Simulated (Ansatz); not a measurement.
## Kick test of a cell of SnO₂

The cell was relaxed from a distorted copy of a database structure.

Level of theory: Ansatz 0.2.0, DFT PBE, scalar-relativistic, plane waves, PAW. Cutoff 420 eV; k points 10×10×10 on the computed 6-atom cell (Γ-centred); Gaussian smearing, width 0.02 eV; no spin polarisation.

The cell below (6 atoms, space group I4_1/amd (No. 141)) is relaxed within its symmetry.

```cif
data_structure
_symmetry_space_group_name_H-M 'P 1'
_symmetry_Int_Tables_number 1
_cell_length_a 5.9213
_cell_length_b 5.9213
_cell_length_c 5.9213
_cell_angle_alpha 139.980
_cell_angle_beta 139.980
_cell_angle_gamma 57.884
_cell_volume 85.09
loop_
_atom_site_label
_atom_site_type_symbol
_atom_site_fract_x
_atom_site_fract_y
_atom_site_fract_z
_atom_site_occupancy
Sn1 Sn 0.50000 0.50000 0.00000 1
Sn2 Sn 0.25000 0.75000 0.50000 1
O1 O 0.45240 0.95240 0.50000 1
O2 O 0.29760 0.29760 0.00000 1
O3 O 0.04760 0.54760 0.50000 1
O4 O 0.70240 0.70240 0.00000 1
```

For the test a repeat of it with 12 atoms (edges 5.73, 5.73, 5.92 Å) was strained at random (σ = 1.5 % a component), the atoms were moved at random (σ = 0.15 Å), and all was relaxed again on a coarse 4×2×4 mesh (in the run’s order of axes) with 0.10 eV smearing, with no symmetry imposed.

Question: Is the structure stable against such a distortion?

Answer: It returns, within 1 meV/atom of the unmoved cell on that mesh and with the same symmetry when read at 0.1 Å. No instability shows in this cell; modes of other wave vectors, which need another repeat, aren't tested.
